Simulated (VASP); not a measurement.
# K in VASP: settings compared

Aim: see how the results for K move with the level of theory and the settings. Levels: PBE, PBE+D2. Tasks: relaxation of the atoms.

Program: VASP 6.6.1. These are calculated values, not measurements. Logs are shortened: lines on timing, memory, paths and dates and some standing lists are left out, and cuts for length are marked.

## 1. Starting point

The cell holds a slab with vacuum, 3 atoms: a = 4.725 Å, b = 4.725 Å, c = 22.812 Å, α = 90.00°, β = 90.00°, γ = 117.88°.

The slab is cut from a database's or a generator's crystal, which needn't be the stable form of the element.

## 2. Relaxation of the atoms, PBE

The input, INCAR:

```
ALGO = Normal ; DIPOL = 0.5 0.5 0.500
EDIFF = 1E-6 ; EDIFFG = -0.01
ENCUT = 520 ; GGA = PE
IBRION = 2 ; IDIPOL = 3
ISIF = 2 ; ISMEAR = -1
LASPH = True ; LCHARG = False
LDIPOL = True ; LREAL = False
LWAVE = False ; NELM = 80
NSW = 60 ; PREC = Accurate
SIGMA = 0.05
```

The input, KPOINTS:

```
k-points
0
Gamma
  7 7 1
```

The input, POSCAR:

```
K
1.0
    4.7251254772      0.0000000000      0.0000000000
   -2.2093571875      4.1767872334      0.0000000000
    0.0000000000      0.0000000000     22.8117980100
K
3
Selective dynamics
Direct
    0.1793869800      0.8206130200      0.3287772405  F F F
    0.8206130200      0.1793869800      0.5000000000  T T T
    0.1793869800      0.8206130200      0.6712227595  T T T
```

Potentials or basis: VASP PAW PBE potentials, release 64 (K_sv).

Started as:

```
> cat potpaw_PBE.64/K_sv/POTCAR > POTCAR
> mpirun -np 1 vasp_std > vasp.out
```

OUTCAR:

```text
EDIFF = 1E-6
   EDIFFG = -0.01
   ENCUT = 520
   GGA = PE
   IBRION = 2
   ISIF = 2
   ISMEAR = -1
   LASPH = True
   LREAL = False
   NELM = 80
   NSW = 60
   PREC = Accurate

 ion  position               nearest neighbor table
   1  0.179  0.821  0.329-
   2  0.821  0.179  0.500-
   3  0.179  0.821  0.671-

  LATTYP: Found a base centered orthorhombic cell.
 ALAT       =     4.8759247000
 B/A-ratio  =     1.6602432150
 C/A-ratio  =     4.6784557624

  Lattice vectors:

 A1 = (   4.7251254772,   0.0000000000,   0.0000000000)
 A2 = (  -2.2093571875,   4.1767872334,   0.0000000000)
 A3 = (   0.0000000000,   0.0000000000,  22.8117980100)

Analysis of symmetry for initial positions (statically):
=====================================================================
 Subroutine PRICEL returns:
 Original cell was already a primitive cell.

 Routine SETGRP: Setting up the symmetry group for a
 base centered orthorhombic supercell.

 Subroutine GETGRP returns: Found  4 space group operations
 (whereof  4 operations were pure point group operations)
 out of a pool of  8 trial point group operations.

The static configuration has the point symmetry C_2v.

Analysis of symmetry for dynamics (positions and initial velocities):
=====================================================================
 Subroutine PRICEL returns:
 Original cell was already a primitive cell.

 Routine SETGRP: Setting up the symmetry group for a
 base centered orthorhombic supercell.

 Subroutine GETGRP returns: Found  4 space group operations
 (whereof  4 operations were pure point group operations)
 out of a pool of  8 trial point group operations.

The dynamic configuration has the point symmetry C_2v.

Analysis of constrained symmetry for selective dynamics:
=====================================================================
 Subroutine PRICEL returns:
 Original cell was already a primitive cell.

 Routine SETGRP: Setting up the symmetry group for a
 base centered orthorhombic supercell.

[... 124 lines left out ...]
   AEXX    =    0.0000 exact exchange contribution
   IVDW    =     0    specifies the selected vdW correction
   LEPSILON=     F    determine dielectric tensor
   LRPA    =     F    only Hartree local field effects (RPA)
 conjugate gradient relaxation of ions
 non-spin polarized calculation
  energy-cutoff  :      520.00
  volume of cell :      450.21
 maximum number of plane-waves:     12152
   NGX = 17   NGY = 17   NGZ = 85

--------------------------------------- Ionic step        1  -------------------------------------------

 number of electron      27.0000000 magnetization

 Free energy of the ion-electron system (eV)
  ---------------------------------------------------
  ext. energy  EPLUGINS =         0.00000000
  ---------------------------------------------------
  free energy    TOTEN  =        -2.89728549 eV

  energy without entropy =       -2.87471283  energy(sigma->0) =       -2.88599916

------------------------ aborting loop because EDIFF is reached ----------------------------------------

  FORCE on cell =-STRESS in cart. coord.  units (eV):
  Direction    XX          YY          ZZ          XY          YZ          ZX
  --------------------------------------------------------------------------------------
  -------------------------------------------------------------------------------------
  Total       -0.2593934     -0.3307163     -0.2636409     -0.0674179     -0.0000001      0.0000001
  in kB       -0.9231119     -1.1769309     -0.9382277     -0.2399222     -0.0000002      0.0000003
  external PRESSURE =      -1.0127568 kB  Pullay stress =       0.0000000 kB
[... 92 lines left out ...]
  FREE ENERGIE OF THE ION-ELECTRON SYSTEM (eV)
  ---------------------------------------------------
  free  energy   TOTEN  =        -2.8974701882 eV

  energy  without entropy=       -2.8749639917  energy(sigma->0) =       -2.88621709

[... ionic steps 4 to 7 ...]

--------------------------------------- Ionic step        8  -------------------------------------------

 number of electron      27.0000001 magnetization

------------------------ aborting loop because EDIFF is reached ----------------------------------------
[... 63 lines left out ...]
  FREE ENERGIE OF THE ION-ELECTRON SYSTEM (eV)
  ---------------------------------------------------
  free  energy   TOTEN  =        -2.9009785678 eV

  energy  without entropy=       -2.8804448881  energy(sigma->0) =       -2.89071173

 dipolmoment           0.000000      0.000000     -0.000344 electrons x Angstroem

--------------------------------------- Ionic step       10  -------------------------------------------

 number of electron      27.0000000 magnetization

 dipolmoment           0.000000      0.000000      0.000362 electrons x Angstroem

 Free energy of the ion-electron system (eV)
  ---------------------------------------------------
  ext. energy  EPLUGINS =         0.00000000
  ---------------------------------------------------
  free energy    TOTEN  =        -2.90129653 eV

  energy without entropy =       -2.88153949  energy(sigma->0) =       -2.89141801

 E-fermi :  -1.1940     XC(G=0):  -3.3629

 val. band max:       -1.2254976734   @ k =  -0.4286   0.2857   0.0000
 cond. band min:      -1.1322309857   @ k =   0.1429   0.1429   0.0000
 fundamental gap:      0.0932666877
 Fermi energy:        -1.1940299726

 k-point     1 :       0.0000    0.0000    0.0000
  band No.  band energies     occupation
      1     -33.5079      2.00000
      2     -33.5069      2.00000
      3     -33.3664      2.00000
      4     -17.0096      2.00000
      5     -17.0060      2.00000
      6     -16.9575      2.00000
[... 299 lines left out ...]
      6     -17.0000      2.00000
[... 9 lines left out ...]
     16      -0.0418      0.00000
     17       0.2092      0.00000

------------------------ aborting loop because EDIFF is reached ----------------------------------------

 vacuum level on the upper side and lower side of the slab       (xc-potential included)        -0.259        -0.249

  FORCE on cell =-STRESS in cart. coord.  units (eV):
  Direction    XX          YY          ZZ          XY          YZ          ZX
  --------------------------------------------------------------------------------------
  -------------------------------------------------------------------------------------
  Total       -0.2108080     -0.2882822      0.0203620     -0.0732325     -0.0009047      0.0015020
  in kB       -0.7502093     -1.0259194      0.0724631     -0.2606149     -0.0032195      0.0053451
  external PRESSURE =      -0.5678885 kB  Pullay stress =       0.0000000 kB
[... 18 lines left out ...]
  FREE ENERGIE OF THE ION-ELECTRON SYSTEM (eV)
  ---------------------------------------------------
  free  energy   TOTEN  =        -2.9012965328 eV

  energy  without entropy=       -2.8815394900  energy(sigma->0) =       -2.89141801

 reached required accuracy - stopping structural energy minimisation

 vacuum level on the upper side and lower side of the slab         1.423         0.757
```

It took 17 min on 1 thread of Intel Xeon Platinum 8488C (Sapphire Rapids), shared host; peak memory 0.59 GiB.

Results:

```yaml
Free_energy: -2.9013 eV
Energy_gained_by_relaxing: 1.3 meV/atom
Ionic_steps: 10
Band_gap_on_the_k_mesh: none (metal or under the smearing width)
```

The path:
| step | energy change (eV) | largest force (eV/Å) | pressure (GPa) |
| --- | --- | --- | --- |
| 1 | 0.0000 | 0.0311 | -0.10 |
| 2 | 0.0000 | 0.0310 | -0.10 |
| 3 | -0.0002 | 0.0311 | -0.10 |
| 4 | -0.0004 | 0.0304 | -0.10 |
| 5 | -0.0009 | 0.0301 | -0.10 |
| 6 | -0.0017 | 0.0300 | -0.09 |
| 7 | -0.0023 | 0.0295 | -0.08 |
| 8 | -0.0027 | 0.0262 | -0.08 |
| 9 | -0.0037 | 0.0150 | -0.07 |
| 10 | -0.0040 | 0.0092 | -0.06 |

Final structure:
```
K
1.0
     4.72513    0.00000    0.00000
    -2.20936    4.17679    0.00000
     0.00000    0.00000   22.81180
K
3
Direct
  0.17939 0.82061 0.32878
  0.82392 0.17608 0.49283
  0.17770 0.82230 0.65828
```

Levels at points of the mesh, in eV from the Fermi level:
| k point | band 12 | band 13 | band 14 | band 15 | band 16 | band 17 |
| --- | --- | --- | --- | --- | --- | --- |
| (0.00, 0.00, 0.00) | -15.63 | -1.97 | -1.39 | -0.49 | 0.63 | 1.32 |

## 3. Relaxation of the atoms, PBE+D2

The input, INCAR:

```
ALGO = Normal ; DIPOL = 0.5 0.5 0.500
EDIFF = 1E-6 ; EDIFFG = -0.01
ENCUT = 520 ; GGA = PE
IBRION = 2 ; IDIPOL = 3
ISIF = 2 ; ISMEAR = -1
IVDW = 1 ; LASPH = True
LCHARG = False ; LDIPOL = True
LREAL = False ; LWAVE = False
NELM = 80 ; NSW = 60
PREC = Accurate ; SIGMA = 0.05
```

KPOINTS is that of step 2.

POSCAR is that of step 2.

Potentials or basis: VASP PAW PBE potentials, release 64 (K_sv).

Started as:

```
> cat potpaw_PBE.64/K_sv/POTCAR > POTCAR
> mpirun -np 1 vasp_std > vasp.out
```

OUTCAR:

```text
EDIFF = 1E-6
   EDIFFG = -0.01
   ENCUT = 520
   GGA = PE
   IBRION = 2
   ISIF = 2
   ISMEAR = -1
   IVDW = 1
   LASPH = True
   LREAL = False
   NELM = 80
   NSW = 60
   PREC = Accurate
  IVDW =   1

 ion  position               nearest neighbor table
   1  0.179  0.821  0.329-
   2  0.821  0.179  0.500-
   3  0.179  0.821  0.671-

  LATTYP: Found a base centered orthorhombic cell.
 ALAT       =     4.8759247000
 B/A-ratio  =     1.6602432150
 C/A-ratio  =     4.6784557624

  Lattice vectors:

 A1 = (   4.7251254772,   0.0000000000,   0.0000000000)
 A2 = (  -2.2093571875,   4.1767872334,   0.0000000000)
 A3 = (   0.0000000000,   0.0000000000,  22.8117980100)

Analysis of symmetry for initial positions (statically):
=====================================================================
 Subroutine PRICEL returns:
 Original cell was already a primitive cell.

 Routine SETGRP: Setting up the symmetry group for a
 base centered orthorhombic supercell.

 Subroutine GETGRP returns: Found  4 space group operations
[... 339 lines left out ...]
  FREE ENERGIE OF THE ION-ELECTRON SYSTEM (eV)
  ---------------------------------------------------
  free  energy   TOTEN  =        -3.0320374537 eV

  energy  without entropy=       -3.0127600305  energy(sigma->0) =       -3.02239874

 dipolmoment           0.000000      0.000000     -0.000009 electrons x Angstroem

--------------------------------------- Ionic step       10  -------------------------------------------

 number of electron      27.0000001 magnetization

------------------------ aborting loop because EDIFF is reached ----------------------------------------

 vacuum level on the upper side and lower side of the slab       (xc-potential included)        -0.103        -0.317

  DFT-D2 method for vdW energy calculation

  Number of pair interactions contributing to vdW energy:    6907

  Edisp (eV):   -0.13760
[... 32 lines left out ...]
--------------------------------------- Ionic step       11  -------------------------------------------

 number of electron      27.0000001 magnetization

 dipolmoment           0.000000      0.000000      0.001523 electrons x Angstroem

 Free energy of the ion-electron system (eV)
  ---------------------------------------------------
  ext. energy  EPLUGINS =         0.00000000
  ---------------------------------------------------
  free energy    TOTEN  =        -2.89844203 eV

  energy without entropy =       -2.87971174  energy(sigma->0) =       -2.88907689

 E-fermi :  -1.1911     XC(G=0):  -3.3484

 val. band max:       -1.2278511103   @ k =  -0.4286   0.2857   0.0000
 cond. band min:      -1.1089552941   @ k =   0.1429   0.1429   0.0000
 fundamental gap:      0.1188958162
 Fermi energy:        -1.1910978244

 k-point     1 :       0.0000    0.0000    0.0000
  band No.  band energies     occupation
      1     -33.5039      2.00000
      2     -33.5021      2.00000
      3     -33.3618      2.00000
      4     -17.0083      2.00000
      5     -17.0033      2.00000
      6     -16.9537      2.00000
[... 299 lines left out ...]
      6     -16.9961      2.00000
[... 9 lines left out ...]
     16      -0.0281      0.00000
     17       0.2002      0.00000

------------------------ aborting loop because EDIFF is reached ----------------------------------------

 vacuum level on the upper side and lower side of the slab       (xc-potential included)        -0.423         0.602

  DFT-D2 method for vdW energy calculation

  Number of pair interactions contributing to vdW energy:    6908

  Edisp (eV):   -0.13509
[... 26 lines left out ...]
  FREE ENERGIE OF THE ION-ELECTRON SYSTEM (eV)
  ---------------------------------------------------
  free  energy   TOTEN  =        -3.0335366205 eV

  energy  without entropy=       -3.0148063311  energy(sigma->0) =       -3.02417148

 reached required accuracy - stopping structural energy minimisation

 vacuum level on the upper side and lower side of the slab         0.801         1.648
```

It took 27 min on 1 thread of Intel Xeon Platinum 8488C (Sapphire Rapids), shared host; peak memory 0.59 GiB.

What came out:

```
Free energy                : -3.0335 eV
Energy gained by relaxing  : 4.7 meV/atom
Ionic steps                : 11
Band gap on the k mesh     : none (metal or under the smearing width)
Dispersion energy per atom : -0.045 eV
```

Step by step:
| step | energy change (eV) | largest force (eV/Å) | pressure (GPa) |
| --- | --- | --- | --- |
| 1 | 0.0000 | 0.0556 | -0.19 |
| 2 | -0.0001 | 0.0555 | -0.19 |
| 3 | -0.0006 | 0.0554 | -0.19 |
| 4 | -0.0014 | 0.0548 | -0.19 |
| 5 | -0.0030 | 0.0547 | -0.18 |
| 6 | -0.0054 | 0.0535 | -0.17 |
| 7 | -0.0076 | 0.0512 | -0.15 |
| 8 | -0.0091 | 0.0449 | -0.15 |
| 9 | -0.0125 | 0.0264 | -0.14 |
| 10 | -0.0132 | 0.0225 | -0.11 |
| 11 | -0.0140 | 0.0018 | -0.12 |

Final structure:
```
K
1.0
     4.72513    0.00000    0.00000
    -2.20936    4.17679    0.00000
     0.00000    0.00000   22.81180
K
3
Cartesian
  -0.9654 3.4275 7.5000
  3.4983 0.7389 11.1756
  -0.9745 3.4330 14.8495
```

Levels at points of the mesh, in eV from the Fermi level:
```tsv
k point	band 10	band 11	band 12	band 13	band 14	band 15	band 16	band 17
(0.00, 0.00, 0.00)	-15.65	-15.63	-15.63	-2.00	-1.39	-0.46	0.66	1.34
```

Caveat: atom-pairwise D2, TS and ULG terms overbind metals.
